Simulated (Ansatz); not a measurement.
Here is an Ansatz 0.2.0 calculation.

input.yaml

```yaml
crystal:
  lattice:
    - [-1.44279332, 1.44279332, 1.37608145]
    - [1.44279332, -1.44279332, 1.37608145]
    - [1.44279332, 1.44279332, -1.37608145]
  atoms:
    - { symbol: Cu, position: [0.0, 0.0, 0.0] }
hamiltonian:
  xc: rpbe
  pseudopotentials: { kind: paw }
  dispersion: d3bj
kpoints:
  mp_grid: { grid: [13, 13, 13] }
scf:
  occupations: { method: fermi_dirac, width: 0.05 }
output:
  forces: true
  stress: true
  eigenvalues: true
  write_density: true
  write_potential: true
  elf: true
  volumetric_format: npy
relax:
  f_tol: 0.01
  max_steps: 40
  cell: { stress_tol: 0.05 }
```

Potentials or basis: Ansatz PAW.

Command:

```sh
$ ansatz run input.yaml --threads 2 --pin off --max-ram 5632MiB --backend cpu --events-out ev --progress --plain --runs-dir out
```

Estimate the relaxed volume.

9.75 Å³/atom.

Predict the band gap on the k mesh.

none (metal or under the smearing width).

Estimate the space group after relaxing (to 0.05 Å).

Im-3m (No. 229).

What does it give for the relaxed cell?

a = 2.331 Å, b = 2.331 Å, c = 2.331 Å, α = 109.46°, β = 109.46°, γ = 109.48°.

Final structure:
```
Cu
1.0
    -1.34609    1.34609    1.34576
     1.34609   -1.34609    1.34576
     1.34609    1.34609   -1.34576
Cu
1
Direct
  0.00000 0.00000 0.00000
```

Caveat: pairwise dispersion overbinds metals, which lowers pressure and volume; the PAW data sets come from PBE, with cores solved anew for the run's functional, which leaves a small shift of forces and pressure.
